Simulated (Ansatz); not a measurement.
**MgTe (F-43m): elasticity against pressure**

```xyz
2
Lattice="0.0000 3.1852 3.1852 3.1852 0.0000 3.1852 3.1852 3.1852 0.0000" Properties=species:S:1:pos:R:3 pbc="T T T"
Mg    0.0000    0.0000    0.0000
Te    1.5926    1.5926    1.5926
```

This is the zero-pressure cell. At each pressure cell and atoms are relaxed in this structure, and the constants are slopes of the stress at strains of ±0.005 with relaxed ions (the coefficients that govern stability under load). Level: LDA, PAW on Ansatz 0.2.0's default frozen-core files (fitted under PBE), scalar-relativistic; k mesh 6×6×6, strains of ±0.005, fixed occupations, cutoff 420 eV. P is the pressure of the relaxed cell, less that of this one.

```tsv
P (GPa)	V/V₀	C11 (GPa)	C12 (GPa)	C44 (GPa)
0.00	1.0000	48.4	33.8	17.5
1.01	?	?	?	?
2.02	0.9537	55.2	42.7	16.4
3.99	0.9173	61.4	51.1	15.1
7.01	0.8723	70.4	63.5	12.4
9.99	0.8365	78.9	75.4	9.5
15.00	0.7887	92.3	94.8	4.0
```

**Question.** Does the bulk modulus from the constants agree with the pressure-volume curve?

**Answer.** A third-order Birch-Murnaghan fit to the volumes shown (F against f, f = [(V₀/V)^(2/3) − 1]/2) gives B₀ = 38.7 GPa and B′ = 4.1. Its −V dP/dV stands beside (C11 + 2C12)/3:

```
P (GPa)  from P(V)  from the constants
   0.00       38.7                38.6
   2.02       46.8                46.9
   3.99       54.5                54.5
   7.01       65.8                65.8
   9.99       76.6                76.6
  15.00       94.3                94.0
```

**Question.** What are the pressure derivatives at zero pressure?

**Answer.** Slopes at V₀ of quadratic fits in −ln(V/V₀) through the first four rows shown, divided by B₀: dC11/dP = 3.4, dC12/dP = 4.4, dC44/dP = -0.3. The mean slopes up to 4.0 GPa are 3.3, 4.3, -0.6; curvature and scatter of the constants part the two. The combination (dC11/dP + 2 dC12/dP)/3 = 4.1 stands against B′.

**Question.** Fill the row at 1.01 GPa.

**Answer.** Cubic fits in −ln(V/V₀) through all rows shown give C11 = 51.8, C12 = 38.3, C44 = 17.0 GPa. Computed: V/V₀ = 0.9756, C11 (GPa) = 51.9, C12 (GPa) = 38.2, C44 (GPa) = 17.0.

**Question.** Does a shear stiffness soften?

**Answer.** C44 goes from 17.5 to 4.0 GPa; (C11 − C12)/2 goes from 7.3 to -1.3 GPa. The lattice turns mechanically unstable between 10.0 and 15.0 GPa, where the matrix gains a negative eigenvalue.

Known limits: this zinc-blende form is metastable at ambient conditions; no other phase was computed; many crystals of this kind change structure within this range, and rows or crossings beyond such a change describe a metastable lattice; frozen-core PAW files fitted under PBE, their cores solved anew for the functional of the run; constants at zero field, no piezoelectric stiffening; phonons weren't checked at these pressures.
